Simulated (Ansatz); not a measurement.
Al2O3:

```
Al O
1.0
     4.61378    0.00000    0.00000
     0.00000    9.56328    0.00000
     0.00000    0.00000    3.11986
Al O
4 6
Direct
  0.98298 0.82457 0.00000
  0.01702 0.17543 0.00000
  0.48297 0.67543 0.50000
  0.51702 0.32457 0.50000
  0.50000 0.50000 0.50000
  0.12363 0.75305 0.50000
  0.37637 0.25305 0.00000
  0.62364 0.74695 0.00000
  0.00000 0.00000 0.00000
  0.87636 0.24695 0.50000
```

Measurements of this composition are mostly on another form, of space group No. 167.

Base run:

```yaml
Program: Ansatz 0.2.0
Functional: r2SCAN
Potentials_or_basis: Ansatz PAW
Cutoff: "500 eV (not typed: the program's choice for these potentials)"
k_mesh: 6 × 3 × 9
Occupations: fermi-dirac, width 0.05 eV
Spin: no spin polarisation
```

Its results: band gap on the k mesh 4.12 eV, direct; pressure -4.1 GPa; largest force 0.209 eV/Å.

**Question.** The run is repeated on the same cell with these changes: functional from r2SCAN to PBEsol; cutoff from 500 eV (not typed: the program's choice for these potentials) to 420 eV (not typed: the program's choice for these potentials). What comes out?

**Answer.** Band gap on the k mesh 3.43 eV, direct; pressure -2.6 GPa; largest force 0.173 eV/Å.

r2SCAN gives the wider gap, since meta-GGAs in the generalised Kohn-Sham scheme recover part of the derivative discontinuity.

Caveats: the PAW data sets come from PBE, with cores solved anew for the run's functional, which leaves a small shift of forces and pressure.
